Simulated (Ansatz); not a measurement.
## Rh in Ansatz: convergence with k mesh

Crystal: Rh.

```
Rh
1.0
    -0.03933    1.88309    1.96246
     1.90193    0.03281    1.89032
     1.92465    1.83367    0.01009
Rh
1
Cartesian
  -0.0047 -0.0016 0.0159
```

The cell isn't the ideal one: cell strained at random at fixed volume.

```yaml
Program: Ansatz 0.2.0
Task: convergence study
Functional: PBE
Potentials_or_basis: Ansatz PAW
Cutoff: "420 eV (not typed: the program's choice for these potentials)"
k_mesh: 4 × 4 × 4
Occupations: gaussian, width 0.05 eV
Spin: no spin polarisation
```

These are the settings of the first run; the series varies k mesh, with any setting tied to it.

Hardware: 2 threads of Intel(R) Xeon(R) Platinum 8259CL CPU @ 2.50GHz (Skylake/Cascade Lake), on a shared host.

```
      k mesh  energy less the tightest run, at zero smearing (meV/atom)  pressure (GPa)  SCF cycles  CPU time (s)  peak memory (GiB)
   4 × 4 × 4                                                    -430.14            1.72           6           1.1               0.31
   4 × 5 × 5                                                      -8.63            8.15           6           1.4               0.31
   6 × 6 × 6                                                      83.50           10.07           6           2.5               0.33
   7 × 7 × 7                                                     -61.08            7.46           6           3.7               0.35
   8 × 9 × 9                                                      15.22            8.88           6             6               0.39
10 × 11 × 11                                                       0.87            8.67           6           9.9               0.43
13 × 14 × 14                                                       0.30            8.64           6            20               0.54
16 × 17 × 17                                                       0.02            8.59           6            37               0.72
19 × 20 × 20                                                       0.00            8.59           6            63               0.98
```

Against the tightest run, the energy stays within 1 meV/atom from 10 × 11 × 11 on; the pressure stays within 0.1 GPa from 10 × 11 × 11 on. Meshes of other sizes hit other points, so gaps and Fermi surfaces needn't settle smoothly. The tightest run that finished is the yardstick and may itself not be fully converged.
